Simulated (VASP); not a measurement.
Input of a VASP 6.6.1 run:

File INCAR:

```
  PREC = Accurate
  ENCUT = 500
  EDIFF = 1E-7
  ISMEAR = 0
  SIGMA = 0.02
  LREAL = F
  LASPH = T
  NELM = 80
  ALGO = Fast
  ISIF = 2
  LWAVE = F
  LCHARG = F
  GGA = PE
  NBANDS = 16
```

The input KPOINTS:

```
regular mesh
0
Gamma
  6 6 3
```

File POSCAR:

```
BN
1.0
    2.5539396017      0.0000000000      0.0000000000
   -1.2769698009      2.2117765748      0.0000000000
    0.0000000000      0.0000000000      4.2268550000
N B
2 2
Direct
    0.3333333333      0.6666666667      0.1252760000
    0.6666666667      0.3333333333      0.6252760000
    0.3333333333      0.6666666667      0.4997240000
    0.6666666667      0.3333333333      0.9997240000
```

Potentials or basis: VASP PAW PBE potentials, release 64 (N_GW, B_GW).

Command:

```console
$ cat potpaw_PBE.64/N_GW/POTCAR potpaw_PBE.64/B_GW/POTCAR > POTCAR
$ mpirun -np 1 vasp_std > vasp.out
```

(1) What does it give for the largest force?

(2) What does it give for the band gap on the k mesh?

(3) Predict the pressure.

Answers

(1) 0.020 eV/Å.

(2) 5.20 eV, indirect (least direct gap 8.26 eV).

(3) -0.8 GPa.

Caveat: the k mesh is coarse (spacing up to 0.50 Å⁻¹), so the values aren't converged; the cutoff is under 1.25 times the usual one of these potentials, so pressure, stress and relaxed cells hold a basis-set (Pulay) error; an odd mesh through Γ misses points on the zone boundary, where band edges often lie.
